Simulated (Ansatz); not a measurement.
# MgS: the band gap up the ladder of functionals

An exercise on one series of results from a longer session: the logs are not shown, and one member is left open.

Code: Ansatz 0.2.0. PAW datasets, plane waves. No spin polarisation and no zero-point or thermal motion.

### The cell

The cell was relaxed beforehand with r2SCAN.

Space group Fm-3m (No. 225), cubic; a = 5.203 Å in the conventional setting, 17.61 Å³ an atom. Mg has 6 S at 2.60 Å; S has 6 Mg at 2.60 Å.

The structure in full:

```
Mg S
1.0
     0.00000    2.60152    2.60152
     2.60152    0.00000    2.60152
     2.60152    2.60152    0.00000
Mg S
1 1
Cartesian
  0.0000 0.0000 0.0000
  2.6015 2.6015 2.6015
```

The first run:

input.yaml reads:

```yaml
crystal:
  lattice:
    - [0.0, 2.6015177399, 2.6015177399]
    - [2.6015177399, 0.0, 2.6015177399]
    - [2.6015177399, 2.6015177399, 0.0]
  atoms:
    - { symbol: Mg, position: [0.0, 0.0, 0.0] }
    - { symbol: S, position: [0.5, 0.5, 0.5] }
kpoints:
  mp_grid: { grid: [8, 8, 8] }
  band_path:
    path:
      - [[0.0, 0.0, 0.0], [0.5, 0.0, 0.5], [0.625, 0.25, 0.625]]
      - [[0.375, 0.375, 0.75], [0.0, 0.0, 0.0], [0.5, 0.5, 0.5], [0.5, 0.25, 0.75], [0.5, 0.0, 0.5]]
    npoints: 10
hamiltonian:
  xc: pbe
scf:
  occupations: { method: fermi_dirac, width: 0.02 }
  n_extra_bands: 4
output:
  forces: true
  stress: true
  eigenvalues: true
```

On the command line:

```
$ ansatz run input.yaml --threads 2 --pin off --max-ram 2211MiB --backend cpu --events-out ev --progress --plain --runs-dir out
```

Among the steps run: PBE band path; r2SCAN at the same geometry; HSE06; PBE0; Single point with LDA; Quasiparticle levels, G0W0@PBE; DDH-PBE0; Single point with Hartree-Fock; r2SCANh at the same geometry.

One table of the session follows, with a row left open; its other results are not shown here.

```
                     level  gap (eV)
                       PBE      2.79
                    r2SCAN      3.46
                     HSE06      3.80
                      PBE0      4.53
                       LDA         ?
G0W0@PBE (105 empty bands)      4.15
G0W0@PBE (260 empty bands)      4.29
                  DDH-PBE0      4.07
              Hartree-Fock     10.33
                   r2SCANh      4.06
```

Estimate the missing values for LDA.

As computed: gap (eV): 2.56. In the column «gap (eV)» it is the lowest.

Meshes: PBE 8×8×8, r2SCAN 8×8×8, HSE06 6×6×6, PBE0 6×6×6, LDA 8×8×8, DDH-PBE0 6×6×6, Hartree-Fock 6×6×6, r2SCANh 6×6×6

Against G0W0@PBE, PBE is short by 1.50 eV, at 65 % of it, and r2SCAN 81 %. PBE0 lies 0.72 eV above HSE06, which differs from it by screening the long-range exchange. Hartree-Fock lies above G0W0@PBE by 6.0 eV. No extrapolation in bands, cutoff or mesh was made for G0W0.

Limits of these values: Warnings in the runs' records: stress exchange threshold loose, stress scf threshold loose.
